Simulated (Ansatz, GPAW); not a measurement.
# Geometry or basis: what sets the conductance of a C6 chain between two Au chains, part 3 of 3

How well does a C6 chain between two Au chains conduct once its atoms have relaxed, and how much do cheaper levels lose?

GPAW 26.7.0 and Ansatz 0.2.0; Ansatz plane waves; relaxation of the junction with the lead ends held (the session's first sound run).

So far, transmission at the Fermi level (one spin): step 3 (plane waves, PBE) 0.0867; step 4 (GPAW, dzp, PBE, GPAW) 0.0768; step 5 (GPAW, szp: basis = "szp(dzp)", PBE, GPAW) 0.0327. Also conductance of the perfect lead (G₀): step 3 1.02.

## Step 6: GPAW, sz: basis = "sz(dzp)"

Level of this step: GPAW LCAO, PAW setups; Landauer transmission from Green's functions with principal layers (ASE), zero bias (GPAW).

The minimal basis is the cheapest rung: no second zeta and no polarisation.

The input, run.py:

```python
import json
import numpy as np
from ase import Atoms
from ase.transport.calculators import TransportCalculator
from gpaw import GPAW, FermiDirac
from gpaw.lcao.tools import get_lcao_hamiltonian
from scipy.linalg import eigh

# The junction with lead layers at both ends, along the third cell vector
device = Atoms(
    ['Au', 'Au', 'Au', 'Au', 'Au', 'Au', 'C', 'C', 'C', 'C', 'C', 'C', 'Au', 'Au', 'Au', 'Au', 'Au', 'Au'],
    positions=[
        [4.50000, 4.50000, 1.30000],
        [4.50000, 4.50000, 3.90000],
        [4.50000, 4.50000, 6.50000],
        [4.50000, 4.50000, 9.10000],
        [4.72905, 3.74379, 11.69197],
        [4.51216, 4.44395, 14.25622],
        [4.50945, 4.45039, 16.19524],
        [4.52399, 4.40449, 17.45851],
        [4.52230, 4.40629, 18.79155],
        [4.52243, 4.40667, 20.05492],
        [4.52319, 4.40372, 21.38802],
        [4.51400, 4.44826, 22.65136],
        [4.51562, 4.43968, 24.59026],
        [4.65889, 3.73391, 27.15707],
        [4.50000, 4.50000, 29.74820],
        [4.50000, 4.50000, 32.34820],
        [4.50000, 4.50000, 34.94820],
        [4.50000, 4.50000, 37.54820]],
    cell=[[9.0, 0.0, 0.0], [0.0, 9.0, 0.0], [0.0, 0.0, 38.8482]],
    pbc=True)

# One principal layer of the lead: the first 3 atoms of the device
lead = Atoms(
    ['Au', 'Au', 'Au'],
    positions=[
        [4.50000, 4.50000, 1.30000],
        [4.50000, 4.50000, 3.90000],
        [4.50000, 4.50000, 6.50000]],
    cell=[[9.0, 0.0, 0.0], [0.0, 9.0, 0.0], [0.0, 0.0, 7.8]],
    pbc=True)

settings = dict(mode='lcao', basis='sz(dzp)', xc='PBE', h=0.2,
                occupations=FermiDirac(0.1), maxiter=250,
                mixer=dict(beta=0.1, nmaxold=8, weight=100.0),
                convergence=dict(density=0.0001))
energies = np.arange(-2, 2 + 1e-9, 0.025)
eta = 0.0001
n1, n2 = 1, 1
# k and -k transmit alike, so half of the mesh across the current serves
mesh = [(i, j) for i in range(n1) for j in range(n2) if (i, j) <= (-i % n1, -j % n2)]
weights = np.array([1 if (i, j) == (-i % n1, -j % n2) else 2 for i, j in mesh]) / (n1 * n2)

# [... helper functions left out ...]
fermi_lead = ground_state(lead, (1, 1, 15), 'lead.txt')
fermi_device = ground_state(device, (1, 1, 2), 'device.txt')
# [... loop over the mesh left out, but for ...]
        # Shift the lead onto the potential of the device's first layer
        shift = ((H[:, 0, 0] - H0[:, 0, 0]) / S0[0, 0]).real.mean()
# [...]
kT = 8.617333e-5 * 300
bias = [0.1, 0.2, 0.5, 1.0, 1.5, 2.0]
# [... integrals and printing left out ...]
```

Command:

```
OMP_NUM_THREADS=1 OPENBLAS_NUM_THREADS=1 python run.py
```

Numbers of over 12 decimals in the logs are rounded to 6 here.

Log:

```text
basis functions: device 96, principal layer 18
Fermi level: lead -4.4268 eV, device -5.0995 eV; lead shifted by 0.0109 eV
largest coupling past the next layer 2.47e-07 eV, largest misfit of the first layer 0.097 eV
  E-E_F (eV)   T (one spin)  [channel counts left out]
    -2.000    1.4429e+00
    -1.975    1.5079e+00
    -1.950    1.5296e+00
[...]
1.975    1.6397e-04
     2.000    1.6432e-04
conductance at 300 K: 0.047331 G0 a cell; thermopower 198.5 uV/K
current from the zero-bias T(E) at 0.1 V: 0.45903 uA
current from the zero-bias T(E) at 0.2 V: 1.6384 uA
current from the zero-bias T(E) at 0.5 V: 12.89 uA
current from the zero-bias T(E) at 1.0 V: 18.839 uA
current from the zero-bias T(E) at 1.5 V: 21.862 uA
current from the zero-bias T(E) at 2.0 V: 31.291 uA
```

Wall time 47 s (1 thread of Intel Xeon Platinum 8488C (Sapphire Rapids), shared host); peak memory 1.1 GiB.

Numbers from this step:

```
conductance                                 : 0.04733 G₀
largest misfit of the first principal layer : 0.09746 eV
shift that aligns the lead                  : 0.01090 eV
basis functions of the junction             : 96
basis functions of a principal layer        : 18
transmission at the Fermi level (one spin)  : 0.02582
```

The conductance, 0.0473 G₀, lies 62 % below that of the dzp run.

## Step 7: LDA in the dzp basis: xc = "LDA"

Back in the dzp basis, the functional changes from PBE to LDA, to set the spread between functionals beside that between bases.

run.py, as its differences from that of step 6:

```diff
@@ -43,3 +43,3 @@
 
-settings = dict(mode='lcao', basis='sz(dzp)', xc='PBE', h=0.2,
+settings = dict(mode='lcao', basis='dzp', xc='LDA', h=0.2,
                 occupations=FermiDirac(0.1), maxiter=250,
```

Log:

```text
basis functions: device 258, principal layer 45
Fermi level: lead -5.0101 eV, device -5.0185 eV; lead shifted by -0.0052 eV
largest coupling past the next layer 2.28e-07 eV, largest misfit of the first layer 0.122 eV
  E-E_F (eV)   T (one spin)  [channel counts left out]
    -2.000    1.8622e+00
    -1.975    1.9188e+00
    -1.950    1.9614e+00
[...]
1.975    3.2636e-04
     2.000    3.2509e-04
conductance at 300 K: 0.13818 G0 a cell; thermopower 157.5 uV/K
current from the zero-bias T(E) at 0.1 V: 1.2669 uA
current from the zero-bias T(E) at 0.2 V: 3.5969 uA
current from the zero-bias T(E) at 0.5 V: 11.146 uA
current from the zero-bias T(E) at 1.0 V: 13.752 uA
current from the zero-bias T(E) at 1.5 V: 14.619 uA
current from the zero-bias T(E) at 2.0 V: 17.846 uA
```

Wall time 52 s (1 thread); peak memory 1.2 GiB.

Numbers from this step:

```
conductance                                    : 0.1382 G₀
largest coupling past the next principal layer : 2.28e-7 eV
largest misfit of the first principal layer    : 0.1217 eV
shift that aligns the lead                     : -0.005184 eV
basis functions of the junction                : 258
basis functions of a principal layer           : 45
transmission at the Fermi level (one spin)     : 0.07827
```

The conductance, 0.138 G₀, lies 11 % above that of the dzp run.

## Step 8: The structure as built: geometry = "as built"

The dzp basis with PBE on the structure as first built shows what the relaxation was worth.

run.py, as its differences from that of step 7:

```diff
@@ -16,12 +16,12 @@
         [4.50000, 4.50000, 9.10000],
-        [4.72905, 3.74379, 11.69197],
-        [4.51216, 4.44395, 14.25622],
-        [4.50945, 4.45039, 16.19524],
-        [4.52399, 4.40449, 17.45851],
-        [4.52230, 4.40629, 18.79155],
-        [4.52243, 4.40667, 20.05492],
-        [4.52319, 4.40372, 21.38802],
-        [4.51400, 4.44826, 22.65136],
-        [4.51562, 4.43968, 24.59026],
-        [4.65889, 3.73391, 27.15707],
+        [4.50000, 4.50000, 11.70000],
+        [4.50000, 4.50000, 14.30000],
+        [4.50000, 4.50000, 16.23910],
+        [4.50000, 4.50000, 17.46910],
+        [4.50000, 4.50000, 18.80910],
+        [4.50000, 4.50000, 20.03910],
+        [4.50000, 4.50000, 21.37910],
+        [4.50000, 4.50000, 22.60910],
+        [4.50000, 4.50000, 24.54820],
+        [4.50000, 4.50000, 27.14820],
         [4.50000, 4.50000, 29.74820],
@@ -43,3 +43,3 @@
 
-settings = dict(mode='lcao', basis='dzp', xc='LDA', h=0.2,
+settings = dict(mode='lcao', basis='dzp', xc='PBE', h=0.2,
                 occupations=FermiDirac(0.1), maxiter=250,
```

Log:

```text
basis functions: device 258, principal layer 45
Fermi level: lead -4.6464 eV, device -4.7367 eV; lead shifted by -0.0062 eV
largest coupling past the next layer 2.46e-07 eV, largest misfit of the first layer 0.109 eV
  E-E_F (eV)   T (one spin)  [channel counts left out]
    -2.000    1.9071e+00
    -1.975    1.9729e+00
    -1.950    1.9945e+00
[...]
1.975    2.4016e-05
     2.000    2.4050e-05
conductance at 300 K: 0.0046994 G0 a cell; thermopower 495.9 uV/K
current from the zero-bias T(E) at 0.1 V: 0.062121 uA
current from the zero-bias T(E) at 0.2 V: 0.37896 uA
current from the zero-bias T(E) at 0.5 V: 5.6674 uA
current from the zero-bias T(E) at 1.0 V: 13.352 uA
current from the zero-bias T(E) at 1.5 V: 19.277 uA
current from the zero-bias T(E) at 2.0 V: 27.524 uA
```

Wall time 57 s (1 thread); peak memory 1.2 GiB.

This step gave:

| Quantity | Value |
| --- | --- |
| conductance | 0.004699 G₀ |
| largest coupling past the next principal layer | 2.46e-7 eV |
| largest misfit of the first principal layer | 0.1087 eV |
| shift that aligns the lead | -0.006213 eV |
| transmission at the Fermi level (one spin) | 6.42e-5 |

The conductance, 0.00470 G₀, lies a factor of 27 below that of the dzp run.

## Step 9: Cost and result by level

Times are wall times on the hardware named with each run. The runs compared:

```tsv
no.	run	conductance (G₀)	time	memory (GiB)
1	pw PBE	0.1329	95 s	4.5
2	dzp	0.1248	66 s	1.2
3	szp	0.06523	57 s	1.2
4	sz	0.04733	47 s	1.1
5	dzp LDA	0.1382	52 s	1.2
6	asbuilt	0.004699	57 s	1.2
```

## Step 10: The levels side by side

The curves are compared point by point over the common energies.

This step: comparison of transmission and cost over codes, levels and geometry (GPAW 26.7.0).

Ladder, by row:

```tsv
step	code	T at the Fermi level (sum over the listed spins)	conductance (G0)	r.m.s. T(E) from the first	wall time (s)	peak memory (GiB)	threads
pw-pbe	Ansatz	0.08668	0.1329	0	94.92	4.45	4
dzp	GPAW	0.07682	0.1248	0.2047	65.51	1.2	1
szp	GPAW	0.03268	0.06523	0.3099	56.9	1.16	1
sz	GPAW	0.02582	0.04733	0.4062	47.02	1.12	1
dzp-LDA	GPAW	0.07827	0.1382	0.2937	52.02	1.2	1
asbuilt	GPAW	6.42e-5	0.004699	0.3547	57.33	1.2	1
```

Transmission, zone mean, sum over the listed spins against energy, zero at the Fermi level:

```tsv
energy (eV)	pw-pbe	dzp	szp	sz	dzp-LDA	asbuilt
-2.000	1.79	1.89	1.68	1.44	1.86	1.91
-1.950	0.790	1.66	1.93	1.53	1.96	1.99
-1.900	0.511	0.432	0.826	1.36	1.88	1.87
-1.800	0.376	0.229	0.177	1.36	0.0625	1.27
-1.750	0.393	0.261	0.161	1.84	0.161	1.01
-1.600	0.443	0.273	0.155	0.0689	0.243	0.621
-1.450	0.908	0.337	0.173	0.142	0.304	0.541
-1.400	0.946	0.371	0.190	0.165	0.331	0.546
-1.350	1.17	0.358	0.215	0.195	0.305	0.560
-1.200	0.768	1.06	0.226	0.305	0.751	0.603
-1.175	1.25	0.908	0.252	0.322	0.915	0.604
-1.000	0.145	0.412	0.284	0.334	0.680	0.528
-0.800	0.0861	0.222	0.0665	0.122	0.0622	0.364
-0.600	0.0428	0.0261	0.0600	0.101	0.0318	0.292
-0.400	0.0704	0.0526	0.0902	0.131	0.0603	0.354
-0.200	0.412	0.456	0.982	1.34	0.460	0.627
-0.175	0.565	0.641	1.33	1.56	0.634	0.645
-0.150	0.803	0.898	1.61	1.54	0.888	0.606
-0.125	1.02	1.10	1.31	0.656	1.14	0.406
0.000	0.0867	0.0768	0.0327	0.0258	0.0783	6.4e-5
0.200	0.0129	0.0106	0.00615	0.00537	0.0103	4.3e-5
0.400	0.00485	0.00377	0.00239	0.00209	0.00363	3.4e-5
0.600	0.00260	0.00187	0.00123	0.00105	0.00180	2.9e-5
0.800	0.00171	0.00112	7.5e-4	6.1e-4	0.00108	2.7e-5
1.000	0.00128	7.5e-4	5.2e-4	4.0e-4	7.3e-4	2.5e-5
1.200	0.00107	5.6e-4	3.9e-4	2.8e-4	5.5e-4	2.4e-5
1.400	9.7e-4	4.6e-4	3.3e-4	2.2e-4	4.4e-4	2.4e-5
1.600	9.5e-4	3.9e-4	3.0e-4	1.9e-4	3.8e-4	2.4e-5
1.800	9.7e-4	3.6e-4	2.9e-4	1.7e-4	3.4e-4	2.4e-5
2.000	0.00106	3.4e-4	3.1e-4	1.6e-4	3.3e-4	2.4e-5
```

## Step 11: Grid spacing 0.3, broadening 0.01, SCF mesh 1×1×6

The real-space grid carries density and potential; a coarse one breaks translation symmetry along the lead and scatters electrons that should pass. The broadening keeps the Green's functions finite; too large a value absorbs electrons where channels are open and leaks them where none are. The SCF mesh sets the Fermi level of the repeated cell.

This step: GPAW LCAO, PAW setups; Landauer transmission from Green's functions with principal layers (ASE), zero bias (GPAW 26.7.0).

run.py, as its differences from that of step 8:

```diff
@@ -16,12 +16,12 @@
         [4.50000, 4.50000, 9.10000],
-        [4.50000, 4.50000, 11.70000],
-        [4.50000, 4.50000, 14.30000],
-        [4.50000, 4.50000, 16.23910],
-        [4.50000, 4.50000, 17.46910],
-        [4.50000, 4.50000, 18.80910],
-        [4.50000, 4.50000, 20.03910],
-        [4.50000, 4.50000, 21.37910],
-        [4.50000, 4.50000, 22.60910],
-        [4.50000, 4.50000, 24.54820],
-        [4.50000, 4.50000, 27.14820],
+        [4.72905, 3.74379, 11.69197],
+        [4.51216, 4.44395, 14.25622],
+        [4.50945, 4.45039, 16.19524],
+        [4.52399, 4.40449, 17.45851],
+        [4.52230, 4.40629, 18.79155],
+        [4.52243, 4.40667, 20.05492],
+        [4.52319, 4.40372, 21.38802],
+        [4.51400, 4.44826, 22.65136],
+        [4.51562, 4.43968, 24.59026],
+        [4.65889, 3.73391, 27.15707],
         [4.50000, 4.50000, 29.74820],
@@ -43,3 +43,3 @@
 
-settings = dict(mode='lcao', basis='dzp', xc='PBE', h=0.2,
+settings = dict(mode='lcao', basis='dzp', xc='PBE', h=0.3,
                 occupations=FermiDirac(0.1), maxiter=250,
@@ -48,3 +48,3 @@
 energies = np.arange(-2, 2 + 1e-9, 0.025)
-eta = 0.0001
+eta = 0.01
 n1, n2 = 1, 1
@@ -56,3 +56,3 @@
 fermi_lead = ground_state(lead, (1, 1, 15), 'lead.txt')
-fermi_device = ground_state(device, (1, 1, 2), 'device.txt')
+fermi_device = ground_state(device, (1, 1, 6), 'device.txt')
 # [... loop over the mesh left out, but for ...]
```

Log:

```text
basis functions: device 258, principal layer 45
Fermi level: lead -4.6513 eV, device -4.6919 eV; lead shifted by 0.0019 eV
largest coupling past the next layer 2.46e-07 eV, largest misfit of the first layer 0.120 eV
  E-E_F (eV)   T (one spin)  [channel counts left out]
    -2.000    1.3073e+00
    -1.975    1.2641e+00
    -1.950    1.0702e+00
    -1.925    6.7837e-01
    -1.900    3.0045e-01
    -1.875    1.8289e-01
    -1.850    1.2779e-01
    -1.825    1.5344e-01
    -1.800    1.8229e-01
    -1.775    2.0200e-01
    -1.750    2.1378e-01
    -1.725    2.2020e-01
    -1.700    2.2339e-01
    -1.675    2.2485e-01
    -1.650    2.2567e-01
    -1.625    2.2659e-01
[...]
1.825    3.4217e-04
     1.850    3.3959e-04
     1.875    3.3728e-04
     1.900    3.3523e-04
     1.925    3.3343e-04
     1.950    3.3188e-04
     1.975    3.3057e-04
     2.000    3.2951e-04
conductance at 300 K: 0.10208 G0 a cell; thermopower 123 uV/K
current from the zero-bias T(E) at 0.1 V: 0.88253 uA
current from the zero-bias T(E) at 0.2 V: 2.2397 uA
current from the zero-bias T(E) at 0.5 V: 6.6572 uA
current from the zero-bias T(E) at 1.0 V: 8.2954 uA
current from the zero-bias T(E) at 1.5 V: 8.8752 uA
current from the zero-bias T(E) at 2.0 V: 10.345 uA
```

The job ended after 31 s (1 thread; peak memory 0.44 GiB).

The run finished with changed settings (h = 0.3, eta = 0.01 and scf_mesh = [1, 1, 6]); it serves as a test.

The two runs compared:

```tsv
quantity	this run	sound run	difference
conductance (G₀)	0.10208	0.12476	-0.0227
largest coupling past the next principal layer (eV)	2.459e-7	2.459e-7	-2.8e-11
largest misfit of the first principal layer (eV)	0.11972	0.12102	-0.00130
shift that aligns the lead (eV)	0.0019098	6.561e-4	0.00125
transmission at the Fermi level (one spin)	0.070388	0.076823	-0.00643
```

The two runs differ clearly in the conductance: 0.102 G₀ against 0.125 G₀.

## Step 12: Outcome

```yaml
conductance: 0.125 G₀
transmission_at_the_fermi_level_mean_of_the_spins: 0.0768
```

In words: In the dzp basis the junction conducts 0.125 G₀ at 300 K, with T = 0.0768 a spin at the Fermi level; no smaller basis tried comes within 10 % of that conductance. Relaxation moved atoms by up to 0.79 Å and took the conductance from 0.00470 to 0.125 G₀, as a ratio a larger change than the step from dzp to the minimal basis. The conductance differs from T at the Fermi level because it averages T(E) over the thermal window, about 0.09 eV wide, in which T changes. Plane waves (PBE) give T = 0.0867 there. At the Fermi level one eigenchannel carries the current (0.077). Measured against the first run (pw-pbe), the nearest curve is that of dzp (r.m.s. 0.20) and the farthest that of sz (0.41). Over the compared runs wall time goes from 47 s (sz) to 95 s (pw-pbe), on a shared host; the plane-wave run used 4 threads and the orbital runs 1. The leads kept an estimated spacing and the cell its length, so the junction may be under some tension or compression. Spin-orbit coupling is left out, which matters for the heavy atoms here. An evenly spaced straight chain is an idealisation: free chains tend to dimerise, zigzag or, where a band edge lies near the Fermi level, turn magnetic. The currents use the zero-bias T(E) throughout, which holds only while the bias is small against the distance to the nearest feature. Within about eight thermal energies of the Fermi level ln T(E) bends sharply from one computed energy to the next, or the lead's channel count changes, so the thermal averages, above all the thermopower, rest on an interpolation that may be rough.

[Logs are printed without paths, hosts, clocks, repeated set-up lines and the standing remarks that a program may print on its own settings, such as how far it seeks lower states.]

[Hosts, paths, dates, database ids (printed as entryN), source tags and the programs' standing remarks are cut or masked in the printed files.]
